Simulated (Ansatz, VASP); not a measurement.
Nb: VASP beside Ansatz

File INCAR:

```
ALGO     = Normal         # electronic algorithm
EDIFF    = 1E-7           # SCF threshold, eV
ENCUT    = 520            # plane-wave cutoff, eV
GGA      = PS             # functional
ISIF     = 2              # what is computed and relaxed
ISMEAR   = -1             # smearing method
LASPH    = T              # aspherical terms in the spheres
LCHARG   = F              # write CHGCAR
LREAL    = F              # projectors in reciprocal space
LWAVE    = F              # write WAVECAR
NBANDS   = 12             # bands
NELM     = 100            # most SCF steps
PREC     = Accurate       # precision mode
SIGMA    = 0.1            # smearing width, eV
```

File KPOINTS:

```
k-points
0
Gamma
  15 15 15
```

Contents of POSCAR:

```
Nb
1.0
    0.0000000000      2.1140212823      2.1140212823
    2.1140212823      0.0000000000      2.1140212823
    2.1140212823      2.1140212823      0.0000000000
Nb
1
Direct
    0.0000000000      0.0000000000      0.0000000000
```

Input for Ansatz:

```yaml
crystal:
  lattice:
    - [0.0, 2.1140212823, 2.1140212823]
    - [2.1140212823, 0.0, 2.1140212823]
    - [2.1140212823, 2.1140212823, 0.0]
  atoms:
    - { symbol: Nb, position: [0.0, 0.0, 0.0] }
hamiltonian:
  xc: pbesol
  pseudopotentials:
    kind: paw
    azcp:
      Nb: "pseudopotentials/Nb.paw.azcp"
basis:
  ecutwfc: 420
  fft_grid_basis: typed
kpoints:
  mp_grid: { grid: [15, 15, 15], shift: [0, 0, 0] }
magnetization:
  spin_polarized: false
scf:
  occupations: { method: fermi_dirac, width: 0.1 }
  lower_state_search: "off"
output:
  stress: true
```

Alike in both runs: task single point; functional PBEsol; k mesh 15 × 15 × 15; occupations fermi-dirac, width 0.1 eV; no spin polarisation.

|  | VASP | Ansatz |
| --- | --- | --- |
| version | VASP 6.6.1 | Ansatz 0.2.0 |
| potentials or method | VASP PAW PBE potentials, release 64 (Nb_sv) | plane waves (420 eV) with PAW, scalar-relativistic |
| plane-wave cutoff (eV) | 520 | 420 |
| valence electrons in the cell | 13 | 13 |

Ansatz gave:

- pressure (GPa): -6.6

What did VASP give for the same quantities?

Pressure (GPa): -6.9.

The functional is the same, so the differences come from potentials, cutoffs and numerics. Ansatz warned: «pseudo_functional_mismatch».

Caveats: the PAW data sets were made with another functional, which shifts forces and pressure a little (VASP).
